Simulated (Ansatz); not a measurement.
The system is ZrS.

```
Zr S
1.0
     0.00000    2.62500    2.62500
     2.62500    0.00000    2.62500
     2.62500    2.62500    0.00000
Zr S
1 1
Direct
  0.00000 0.00000 0.00000
  0.50000 0.50000 0.50000
```

Base run:

- Program: Ansatz 0.2.0
- Functional: PBEsol
- Potentials or basis: all-electron LAPW, scalar-relativistic
- Cutoff: 212 eV
- Density cutoff: 847 eV
- Basis error allowed: 0.001 eV/atom
- k mesh: 9 × 9 × 9
- Occupations: fermi-dirac, width 0.05 eV
- Spin: no spin polarisation

Its results: pressure -6.4 GPa.

After a change of settings the same cell gave: pressure 0.9 GPa. Which change was it?
A. hubbard terms from none to Zr d U = 2 eV
B. k mesh from 9 × 9 × 9 to 5 × 5 × 5; occupations from fermi-dirac, width 0.05 eV to fermi-dirac, width 0.03 eV
C. hubbard terms from none to Zr d U = 6 eV
D. potentials or basis from all-electron LAPW, scalar-relativistic to all-electron LAPW, non-relativistic

C.

Caveats: U is the effective U less J, on atomic orbitals that reach past the spheres (some runs); U without spin polarisation on a metal has little footing (some runs).

Not every run made on this cell is shown here.
